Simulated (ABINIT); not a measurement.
Write an ASE script for ABINIT 10.8.3 (patched build) that does the following.

```
Task                : single point
Functional          : PBE
Potentials or basis : JTH PAW PBE v2.0
Cutoff              : 544 eV
k mesh              : 9 × 9 × 9
Occupations         : fermi-dirac, width 0.05 eV
Spin                : no spin polarisation
Fine-grid cutoff    : 1088.46 eV
```

The structure of PtS2 lies in PtS2.xyz:

```xyz
3
Lattice="1.7717700000 1.0229300000 5.3362000000 -1.7717700000 1.0229300000 5.3362000000 0.0000000000 -2.0458600000 5.3362000000" Properties=species:S:1:pos:R:3 pbc="T T T"
Pt     0.0000000000      0.0000000000      0.0000000000
S      0.0000000000      0.0000000000     11.9079971100
S      0.0000000000      0.0000000000      4.1006028900
```

The cell was built by a generator and needn't be a form met in nature.

One way to write it, as run:

run.py

```python
import json, os
import numpy as np
from ase.units import GPa
from ase.calculators.abinit import Abinit, AbinitProfile
from ase.io import read

atoms = read('PtS2.xyz')

profile = AbinitProfile(command='abinit', pp_paths=[os.path.abspath('pseudos')])
params = dict(
    pps='pawxml', xc='PBE',
    ecut=544.2277,
    pawecutdg=1088.4554,
    pawxcdev=0,
    kptopt=1,
    ngkpt=[9, 9, 9],
    nshiftk=1,
    shiftk=[0.0, 0.0, 0.0],
    ixc=11,
    nband=15,
    occopt=3,
    tsmear=0.05,
    nstep=100,
    tolvrs=1e-09,
    prtwf=0,
    prtden=0,
)

atoms.calc = Abinit(profile=profile, directory='run', **params)
energy = atoms.get_potential_energy()
forces = atoms.get_forces()
stress = atoms.get_stress()
print(f'energy {energy:.6f} eV')
print('forces (eV/A)')
print(np.round(forces, 5))
print('stress (GPa, Voigt, tension positive)', np.round(stress / GPa, 4))
json.dump(dict(energy=energy, forces=forces.tolist(), stress=stress.tolist(), cell=atoms.cell.tolist(), frac=atoms.get_scaled_positions(wrap=False).tolist()), open('results.json', 'w'))
```

Potentials or basis: JTH PAW PBE v2.0.

The run is started by

```bash
$ python run.py
```

It gave:

- Pressure: 3.9 GPa
- Largest force: 0.054 eV/Å
- Band gap on the k mesh: 0.84 eV, indirect (least direct gap 1.02 eV)
- Valence electrons inside the program's atomic spheres: Pt 8.74; S 3.54

Caveat: spin-orbit coupling is left out, which moves the levels of the heavy elements; an odd mesh through Γ misses points on the zone boundary, where band edges often lie.

It took 3.6 min on 1 thread of Arm Neoverse V1 (shared host), peak memory 0.24 GiB.
